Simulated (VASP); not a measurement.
# Settings for CuO: vacuum levels of a slab or layer

CuO, slab, 8 atoms in the cell. LDA; PAW potentials Cu, O (LDA set). VASP 6.6.1.

Wanted: face levels within 0.04 eV; energy within 2 meV/atom; forces within 0.02 eV/Å.

Crystal: CuO, Cc; Face: (0 0 1); Atomic planes: 8; Dipole correction: yes.

Face levels: vacuum level at each face, counted from the Fermi level.

POSCAR of the starting run:
```
CuO
1.0
    2.8561549807      0.0000000000      0.0000000000
    0.0076544138      2.8561447238      0.0000000000
    0.0000000000      0.0000000000     23.8458367058
Cu O
4 4
Direct
    0.7235536330      1.2299536330      0.3675147345
    1.2224208951      0.7287121714      0.4735030523
    0.7211794337      1.2275794337      0.5794913702
    1.2200466957      0.7263379721      0.6854796880
    0.7222782349      0.7301165936      0.4205086298
    0.7249580552      0.7298109728      0.3145203120
    0.7199040355      0.7277423942      0.6324852655
    0.7225838558      0.7274367734      0.5264969477
```

The series start from vacuum (Å): 15; correction: LDIPOL, IDIPOL 3, DIPOL, AMIN 0.01; k spacing (1/Å): 0.3; Cutoff ENCUT (eV): 525; SCF threshold EDIFF (eV): 1e-6; PREC: Accurate; LREAL: .FALSE.; ALGO: Normal. Each series keeps the choices made before it, and each single choice may use up half of a tolerance.

## Vacuum (Å)

| Vacuum (Å) | Face levels, largest deviation (eV) | Energy less reference (meV/atom) | Forces, largest deviation (eV/Å) | SCF iterations | Time (s) |
|---|---|---|---|---|---|
| 6 | 0.172 | 1.4 | 0.010 | 25 | 112 |
| 8 | 0.025 | 0.7 | 0.002 | 26 | 120 |
| 10 | 0.008 | 0.5 | 0.003 | 32 | 150 |
| 12 | 0.008 | 0.4 | 0.003 | 32 | 152 |
| 15 | 0.009 | 0.3 | 0.003 | 35 | 188 |
| 20 | 0.001 | 0.1 | 0.003 | 46 | 312 |
| 25 (reference) | 0.000 | 0.0 | 0.000 | 48 | 391 |

Chosen: 10, the loosest value from which every tighter one stays within half of the tolerance.

## Correction

| Correction | Face levels, largest deviation (eV) | Energy less reference (meV/atom) | Forces, largest deviation (eV/Å) | SCF iterations | Time (s) |
|---|---|---|---|---|---|
| LDIPOL, IDIPOL 3, DIPOL, AMIN 0.01 | 0.000 | 0.0 | 0.000 | 32 | 150 |
| LDIPOL, default AMIN | 0.004 | 0.0 | 0.001 | 31 | 117 |
| LDIPOL, no DIPOL | no result | no result | no result | 150 | 633 |
| IDIPOL 3 alone (energy only) | 1.757 | 6.8 | 0.030 | 30 | 108 |
| kernel truncation, coarsened | 0.116 | -0.6 | 0.001 | 33 | 158 |
| kernel truncation, full padding | 0.005 | -0.5 | 0.001 | 32 | 146 |

Chosen: LDIPOL, default AMIN; it saves 33.4 s of 150, so LDIPOL, IDIPOL 3, DIPOL, AMIN 0.01 would do nearly as well.

## k spacing (1/Å)

| k spacing (1/Å) | Face levels, largest deviation (eV) | Energy less reference (meV/atom) | Forces, largest deviation (eV/Å) | SCF iterations | Time (s) |
|---|---|---|---|---|---|
| 0.6 | 0.155 | -11.2 | 0.109 | 26 | 39 |
| 0.45 | 0.067 | 1.8 | 0.113 | 27 | 52 |
| 0.3 | 0.005 | -0.4 | 0.024 | 31 | 117 |
| 0.22 | 0.007 | -0.1 | 0.021 | 32 | 197 |
| 0.16 (reference) | 0.000 | 0.0 | 0.000 | 32 | 369 |

Chosen: 0.16; the next looser run is off by more than half of the tolerance, so convergence isn't shown beyond this value.

## All choices together

| Input | Face levels, largest deviation (eV) | Energy less reference (meV/atom) | Forces, largest deviation (eV/Å) | Time (s) |
|---|---|---|---|---|
| starting input without the dipole correction (naive) | 1.680 | -3.2 | 0.028 | 152 |
| chosen settings | 0.012 | 0.5 | 0.004 | 369 |
| reference settings throughout | 0.000 | 0.0 | 0.000 | 1060 |

The chosen settings stay within the tolerance of the reference run, but the reference itself isn't shown to be converged in: k spacing (1/Å), Cutoff ENCUT (eV), SCF threshold EDIFF (eV).

Values of the reference run: Face levels: 5.046, 8.773 eV.

## The input

INCAR:
```
SYSTEM = CuO
  PREC = Accurate
  ENCUT = 525
  EDIFF = 1E-6
  ISMEAR = 0
  SIGMA = 0.1
  LREAL = .FALSE.
  LASPH = .TRUE.
  ALGO = Normal
  NELM = 150
  LWAVE = .FALSE.
  LCHARG = .FALSE.
  GGA = CA
  KPAR = 4
  LVHAR = .TRUE.
  LVACPOTAV = .TRUE.
  LDIPOL = .TRUE.
  IDIPOL = 3
  DIPOL = 0.5 0.5 0.5
```

KPOINTS:
```
Automatic mesh
0
Gamma
  14 14 1
  0 0 0
```

POSCAR:
```
CuO
1.0
    2.8561549807      0.0000000000      0.0000000000
    0.0076544138      2.8561447238      0.0000000000
    0.0000000000      0.0000000000     18.8458367058
Cu O
4 4
Direct
    0.7235536330      1.2299536330      0.3323649909
    1.2224208951      0.7287121714      0.4664731316
    0.7211794337      1.2275794337      0.6005812723
    1.2200466957      0.7263379721      0.7346894129
    0.7222782349      0.7301165936      0.3994187277
    0.7249580552      0.7298109728      0.2653105871
    0.7199040355      0.7277423942      0.6676350091
    0.7225838558      0.7274367734      0.5335268684
```

Commands:
```
cat potpaw_LDA.64/Cu/POTCAR potpaw_LDA.64/O/POTCAR > POTCAR
mpirun -np 4 vasp_std > vasp.out
```

Limits: Copper(II) carries a moment, and this run has no spin.

The chosen input took VASP 6.6.1 369 s on 4 cores (Intel Xeon Platinum 8259CL @ 2.50GHz (Skylake/Cascade Lake)), a shared host.

## An input that fails: centre for the dipole put into the vacuum's far side

What the run shows: EDDAV: Call to ZHEGV failed. Returncode = 10 2 16.

Changes against the starting input:
```
- DIPOL = 0.5 0.5 0.5
+ DIPOL = 0.5 0.5 0.0
```
